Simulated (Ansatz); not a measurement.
What strain does to BN (zincblende)

BN built on the zincblende prototype, relaxed with r2SCAN in the plane-wave code Ansatz. The symmetry is F-43m (No. 216, cubic); conventional cell a = 3.610 Å, 5.88 Å³ an atom. B is surrounded by 4 N at 1.56 Å; N is surrounded by 4 B at 1.56 Å.

The axes x, y and z are those of this cell:
```xyz
2
Lattice="0.0000 1.8048 1.8048 1.8048 0.0000 1.8048 1.8048 1.8048 0.0000" Properties=species:S:1:pos:R:3 pbc="T T T"
B     0.0000    0.0000    0.0000
N     0.9024    0.9024    0.9024
```

Unstrained: PBE gives an indirect gap of 4.477 eV, from Γ to X; the least direct gap is 8.852 eV at Γ. With r2SCAN the valence top lies at Γ and the conduction bottom at X, 5.003 eV higher; the smallest vertical gap, at Γ, is 9.587 eV. With HSE06 the valence top lies at Γ and the conduction bottom at X, 5.794 eV higher; the smallest vertical gap, at Γ, is 10.592 eV. Meshes: PBE 12×12×12, r2SCAN 12×12×12, HSE06 8×8×8. Strains are changes of length per length. After each strain the atoms were relaxed again with r2SCAN within the symmetry that the strain leaves, so tilts or polar shifts that break it weren't tested; points keep the names that they have in the unstrained zone. Calculated for a static, non-magnetic cell.

Changes of the least gap in eV (an overlap counts as a negative gap):
```
                           strain  volume change (%)  space group     PBE  r2SCAN   HSE06  energy rise, r2SCAN (meV/atom)
isotropic +4.11 % on every length              +12.8        F-43m  -0.143  -0.168  -0.175                            98.1
         uniaxial -5.75 % along z               -5.8        I-4m2  -1.001  -1.009  -1.011                            52.2
```

Isotropic +4.11 % on every length. HSE06: the gap goes from 5.794 to 5.619 eV (-0.175 eV). Stress change with r2SCAN, compression positive: xx -37.91, yy -37.91, zz -37.91 GPa. For HSE06, dE_g/d ln V = -1.5 eV over this step.

Uniaxial -5.75 % along z, other directions held. HSE06: the gap goes from 5.794 to 4.783 eV (-1.011 eV); with r2SCAN the top three valence levels at Γ, degenerate before, become 1+2 from the top over 561 meV. Stress change with r2SCAN, compression positive: xx +13.41, yy +13.41, zz +50.47 GPa.

The meshes of the hybrids are coarse, so their gaps aren't converged to the digits shown.

The splittings at Γ are without spin-orbit coupling, which regroups them where it is of like size or larger.
